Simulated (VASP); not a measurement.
# Bi (I4/mmm) in VASP: further runs, part 2 of 2

VASP 6.6.1.

## (4) Single point, PBE+D3(BJ) (strain -0.080 along x and y, -0.080 along z, atoms carried along)

The input, INCAR:

```
SYSTEM = Bi
PREC = Accurate
ENCUT = 520
EDIFF = 1E-6
ISMEAR = 0
SIGMA = 0.05
LREAL = .FALSE.
LASPH = .TRUE.
NELM = 100
ALGO = Normal
ISIF = 2
LWAVE = .FALSE.
LCHARG = .FALSE.
GGA = PE
IVDW = 12
NBANDS = 14
```

The input, KPOINTS:

```
regular mesh
0
G
  10 10 10
  0 0 0
```

The input, POSCAR:

```
Bi
1.0
   -3.9168834400      3.9168834400      1.3161188800
    3.9168834400     -3.9168834400      1.3161188800
    3.9168834400      3.9168834400     -1.3161188800
Bi
1
Direct
    0.0000000000      0.0000000000      0.0000000000
```

Potentials or basis: VASP PAW PBE potentials, release 64 (Bi_d).

On the command line:

```bash
$ cat potpaw_PBE.64/Bi_d/POTCAR > POTCAR
$ mpirun -np 1 vasp_std > vasp.out
```

OUTCAR:

```text
SYSTEM = Bi
   PREC = Accurate
   ENCUT = 520
   EDIFF = 1E-6
   ISMEAR = 0
   LREAL = .FALSE.
   LASPH = .TRUE.
   NELM = 100
   ISIF = 2
   GGA = PE
   IVDW = 12
 IVDW          = 12

 ion  position               nearest neighbor table
   1  0.000  0.000  0.000-

  LATTYP: Found a body centered tetragonal cell.
 ALAT       =     7.8337668800
 C/A-ratio  =     0.3360117553

  Lattice vectors:

 A1 = (  -3.9168834400,   3.9168834400,   1.3161188800)
 A2 = (   3.9168834400,  -3.9168834400,   1.3161188800)
 A3 = (   3.9168834400,   3.9168834400,  -1.3161188800)

Analysis of symmetry for initial positions (statically):
=====================================================================
 Subroutine PRICEL returns:
 Original cell was already a primitive cell.

 Routine SETGRP: Setting up the symmetry group for a
 body centered tetragonal supercell.

 Subroutine GETGRP returns: Found 16 space group operations
 (whereof 16 operations were pure point group operations)
 out of a pool of 16 trial point group operations.

The static configuration has the point symmetry D_4h.

Analysis of symmetry for dynamics (positions and initial velocities):
=====================================================================
 Subroutine PRICEL returns:
 Original cell was already a primitive cell.

 Routine SETGRP: Setting up the symmetry group for a
 body centered tetragonal supercell.

 Subroutine GETGRP returns: Found 16 space group operations
 (whereof 16 operations were pure point group operations)
 out of a pool of 16 trial point group operations.

The dynamic configuration has the point symmetry D_4h.

 Subroutine INISYM returns: Found 16 space group operations
 (whereof 16 operations are pure point group operations),
 and found     1 'primitive' translations

----------------------------------------------------------------------------------------

                                     Primitive cell

  volume of cell :      80.7675

  direct lattice vectors                    reciprocal lattice vectors
    -3.916883440  3.916883440  1.316118880     0.000000000  0.127652509  0.379904891
[... 115 lines left out ...]
 non-spin polarized calculation
 Gauss-broadening in eV      SIGMA  =   0.05
  energy-cutoff  :      520.00
  volume of cell :       80.77
 maximum number of plane-waves:      2193
   NGX = 21   NGY = 21   NGZ = 21

 number of electron      15.0000003 magnetization

 Free energy of the ion-electron system (eV)
  ---------------------------------------------------
  ext. energy  EPLUGINS =         0.00000000
  ---------------------------------------------------
  free energy    TOTEN  =        -2.52587321 eV

  energy without entropy =       -2.52436825  energy(sigma->0) =       -2.52512073

 E-fermi :   0.2304     XC(G=0):  -5.6204

 val. band max:        0.2101371193   @ k =  -0.1000   0.4000   0.1000
 cond. band min:       0.2502248903   @ k =  -0.1000   0.4000   0.1000
 fundamental gap:      0.0400877710
 Fermi energy:         0.2304269376

 k-point     1 :       0.0000    0.0000    0.0000
  band No.  band energies     occupation
      1     -23.8524      2.00000
      2     -22.6481      2.00000
      3     -22.6480      2.00000
      4     -22.4303      2.00000
      5     -22.4303      2.00000
      6     -12.5427      2.00000
      7      -1.7832      2.00000
      8      -1.7832      2.00000
      9       2.6732      0.00000
     10       4.5811      0.00000
     11       7.8009      0.00000
     12       8.4600      0.00000
     13       8.4600      0.00000
     14       9.8090      0.00000
[... 377 lines left out ...]
      1     -22.8634      2.00000
      2     -22.8634      2.00000
      3     -22.7256      2.00000
      4     -22.5976      2.00000
      5     -22.5971      2.00000
      6     -10.4474      2.00000
      7      -0.0500      2.00000
      8       0.4448      0.00000
      9       1.1934      0.00000
     10       6.0716      0.00000
     11       6.7051      0.00000
     12       8.3304      0.00000
     13       9.8631      0.00000
     14      10.1612      0.00000

 [... further k-points ...]

------------------------ aborting loop because EDIFF is reached ----------------------------------------

 Edisp (eV)   -0.16887

 E8    (eV) :    -0.0788

  FORCE on cell =-STRESS in cart. coord.  units (eV):
  Direction    XX          YY          ZZ          XY          YZ          ZX
  --------------------------------------------------------------------------------------
  -------------------------------------------------------------------------------------
  Total      -0.46543    -0.46543     5.69141     0.00000     0.00000     0.00000
  in kB      -9.23267    -9.23267   112.90006     0.00000     0.00000     0.00000
  external pressure =       31.48 kB  Pullay stress =        0.00 kB

 VOLUME and BASIS-vectors are now :
 -----------------------------------------------------------------------------
  energy-cutoff  :      520.00
  volume of cell :       80.77
      direct lattice vectors                 reciprocal lattice vectors
    -3.916883440  3.916883440  1.316118880     0.000000000  0.127652509  0.379904891
     3.916883440 -3.916883440  1.316118880     0.127652509  0.000000000  0.379904891
     3.916883440  3.916883440 -1.316118880     0.127652509  0.127652509  0.000000000

 POSITION                                       TOTAL-FORCE (eV/Angst)
 -----------------------------------------------------------------------------------
      0.00000      0.00000      0.00000         0.000000      0.000000     -0.000000
 -----------------------------------------------------------------------------------
    total drift:                               -0.000000      0.000000      0.000000

  FREE ENERGIE OF THE ION-ELECTRON SYSTEM (eV)
  ---------------------------------------------------
  free  energy   TOTEN  =        -2.6947418232 eV

  energy  without entropy=       -2.6932368547  energy(sigma->0) =       -2.69398934
```

stdout:

```text
POSCAR found type information on POSCAR Bi
 POSCAR found :  1 types and       1 ions
 scaLAPACK will be used
 LDA part: xc-table for (Slater+PW92), standard interpolation
 POSCAR, INCAR and KPOINTS ok, starting setup
 FFT: planning ... GRIDC
 FFT: planning ... GRID_SOFT
 FFT: planning ... GRID
 WAVECAR not read
 entering main loop
```

Wall time 64 s (1 thread of Intel Xeon 6975P-C (Granite Rapids), shared host); peak memory 0.31 GiB.

What came out:

| Property | Result |
| --- | --- |
| Free energy | -2.6947 eV |
| Pressure | 3.1 GPa |
| Band gap on the k mesh | none (metal or under the smearing width) |
| Dispersion energy per atom | -0.169 eV |

Caveat: spin-orbit coupling is left out, which moves the levels of the heavy elements; pairwise dispersion overbinds metals, which lowers pressure and volume.

## (5) Single point, PBE+D3(BJ) (strain +0.080 along x and y, -0.080 along z, atoms carried along)

The input, INCAR:

```
  PREC = Accurate
  ENCUT = 520
  EDIFF = 1E-6
  ISMEAR = 0
  SIGMA = 0.05
  LREAL = False
  LASPH = True
  NELM = 100
  ALGO = Fast
  ISIF = 2
  LWAVE = False
  LCHARG = True
  GGA = PE
  IVDW = 12
  LELF = True
  LVHAR = True
  NBANDS = 14
```

The input, KPOINTS:

```
Automatic mesh
0
Gamma
  10 10 10
```

The input, POSCAR:

```
Bi
1.0
   -4.5980805600      4.5980805600      1.3161188800
    4.5980805600     -4.5980805600      1.3161188800
    4.5980805600      4.5980805600     -1.3161188800
Bi
1
Direct
    0.0000000000      0.0000000000      0.0000000000
```

On the command line:

```bash
$ cat potpaw_PBE.64/Bi_d/POTCAR > POTCAR
$ mpirun -np 1 vasp_std > vasp.out
```

Wall time 2.5 min (1 thread of Intel Xeon 6975P-C (Granite Rapids), shared host); peak memory 0.42 GiB.

The run converged. Its results:

- Free energy: -2.5883 eV
- Pressure: 2.5 GPa
- Band gap on the k mesh: none (metal or under the smearing width)
- Dispersion energy per atom: -0.114 eV

Stress tensor (GPa, compression positive):
```
-0.34  0.00  0.00
 0.00 -0.34  0.00
 0.00  0.00  8.28
```

Levels at points of the mesh, in eV from the Fermi level:
```csv
k point,band 4,band 5,band 6,band 7,band 8,band 9,band 10,band 11,band 12,band 13
"(0.00, 0.00, 0.00)",-22.66,-22.66,-12.77,-2.20,-2.20,2.53,4.25,6.26,6.94,6.94
"(0.50, 0.00, 0.00)",-22.80,-22.35,-7.42,-4.78,2.24,2.24,6.40,6.48,8.34,9.21
"(0.50, 0.50, 0.00)",-22.66,-22.66,-12.76,-2.37,-2.19,3.42,4.36,5.20,6.43,6.99
"(0.50, 0.50, 0.50)",-22.66,-22.66,-12.76,-2.35,-2.35,3.71,5.47,5.47,5.66,7.03
```

Caveat: spin-orbit coupling is left out, which moves the levels of the heavy elements; pairwise dispersion overbinds metals, which lowers pressure and volume.

## (6) Overview

| cell | gap on the mesh (eV) | pressure (GPa) |
| --- | --- | --- |
| strain -0.040 along x and y, +0.000 along z, atoms carried along | none | -0.5 |
| strain -0.080 along x and y, +0.040 along z, atoms carried along | none | -1.1 |
| strain -0.080 along x and y, -0.080 along z, atoms carried along | none | 3.1 |
| strain +0.080 along x and y, -0.080 along z, atoms carried along | none | 2.5 |

Alike in all rows: task single point; level PBE+D3(BJ); potentials or basis VASP PAW PBE potentials, release 64 (Bi_d); no spin polarisation; k mesh 10 × 10 × 10; cutoff (eV) 520; smearing gaussian 0.05 eV.

Caveats: spin-orbit coupling is left out, which moves the levels of the heavy elements; pairwise dispersion overbinds metals, which lowers pressure and volume.

Total energies depend on the potentials used, so only differences within one code and one set of settings carry meaning.
